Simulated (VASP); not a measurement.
Fe, 2 atoms in the cell. It takes space group Fd-3m (No. 227, cubic). The conventional cell has a = 4.754 Å, b = 4.754 Å, c = 4.754 Å, α = 90.00°, β = 90.00°, γ = 90.00°. Around Fe (site symmetry -43m) lie 4 Fe at 2.06 Å. This isn't the form of Fe at room conditions, which is bcc.

- Program: VASP 6.6.1
- Task: single point
- Functional: LDA
- Potentials or basis: VASP PAW LDA potentials, release 64 (Fe)
- Cutoff: 520 eV
- k mesh: 19 × 19 × 19
- Occupations: fermi-dirac, width 0.05 eV
- Spin: collinear spin, typed start
- Starting moments: [2.5, 2.5] μB
- Dipole correction: no
- Further INCAR settings: ALGO = Normal; EDIFF = 1e-06; NBANDS = 19

Potentials or basis: VASP PAW LDA potentials, release 64 (Fe).

Launch:

```sh
$ cat potpaw_LDA.64/Fe/POTCAR > POTCAR
$ mpirun -np 1 vasp_std > vasp.out
```

Hardware: 1 thread of Intel(R) Xeon(R) 6975P-C (Granite Rapids), with other jobs on the host.

Q: Estimate the wall time of this run.

A: Run time: 2.1 min on 1 thread of Intel(R) Xeon(R) 6975P-C (Granite Rapids) (shared host), peak memory 0.26 GiB. Counts: scf iterations 14, k points 220.
